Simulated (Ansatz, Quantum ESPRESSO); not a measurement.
## TiB2 and the effect of the pressure

The cell as given:

```yaml
crystal:
  lattice:
    - [3.02920, 0.00000, 0.00000]
    - [-1.51460, 2.62336, 0.00000]
    - [0.00000, 0.00000, 3.22840]
  atoms:
    - { symbol: Ti, position: [0.00000, 0.00000, 0.00000] }
    - { symbol: B, position: [0.66667, 0.33333, 0.50000] }
    - { symbol: B, position: [0.33333, 0.66667, 0.50000] }
```

Kept alike: task relaxation of cell and atoms; functional PBEsol; k mesh 10 × 10 × 8; occupations fermi-dirac, width 0.05 eV; no spin polarisation. Program: Ansatz, Ansatz PAW, cutoff 420 eV. The mesh is that of the run's cell of 3 atoms. No spin-orbit coupling.

```csv
"pressure, P (GPa)",volume (Å³/atom),first edge of the run's cell (Å),third edge of the run's cell (Å)
0,8.377,3.017,3.189
2,8.315,3.010,3.179
5,8.224,3.000,3.165
10,8.084,2.985,3.142
20,7.835,2.958,3.102
30,7.618,2.934,3.066
```

The relaxations keep at least the cell's symmetry (P6/mmm). For a metal such a mesh leaves the last digits unconverged. The runs follow the start's structure, whether or not it is the stable one at these pressures. Ansatz's relaxations hold a Pulay term in the stress (up to 0.2 GPa here). All rows use potentials made for PBE.

Task: What does the pressure change here?

Result: The volume falls from 8.377 to 7.618 Å³/atom between 0 and 30 GPa. The volume falls ever more slowly, since the solid stiffens under load. At the pressures aimed at, which the runs meet within some tenths of a GPa, the step from 0 to 5 GPa gives a mean bulk modulus near 271 GPa, the last step 356 GPa. A twin series (Quantum ESPRESSO, GBRV 1.5 PBEsol) moves it by -0.7597 between 0 and 30, against -0.7590 Å³/atom here. The first edge of the run's cell falls from 3.017 to 2.934 Å between 0 and 30 GPa. A twin series (Quantum ESPRESSO, GBRV 1.5 PBEsol) moves it by -0.0828 between 0 and 30, against -0.0827 Å here. The third edge of the run's cell falls from 3.189 to 3.066 Å between 0 and 30 GPa. A twin series (Quantum ESPRESSO, GBRV 1.5 PBEsol) moves it by -0.1231 between 0 and 30, against -0.1232 Å here.

Compression is anisotropic but only mildly so: the third edge, normal to the layers, shortens proportionally more than the first at every step, so the axial ratio falls steadily. The softer direction is the stacking axis, as expected for honeycomb boron nets held together in-plane by short, strong σ bonds. The titanium layers between them are no weak van der Waals spacer, however. Charge transfer to boron and Ti d–B p hybridisation bind the layers firmly, which probably explains why the contrast between the axes stays far below that in graphite and why the bulk modulus is already near 271 GPa in the first step.

In this structure symmetry fixes all atomic positions, so pressure can't be taken up by buckling or by rotating rigid units; every reduction in volume has to shorten B–B and Ti–B contacts directly. Steepening short-range repulsion then accounts for the stiffening. The smooth contraction gives no sign of a structural anomaly, but cell edges alone don't show how the bonding charge or the states at the Fermi level respond.
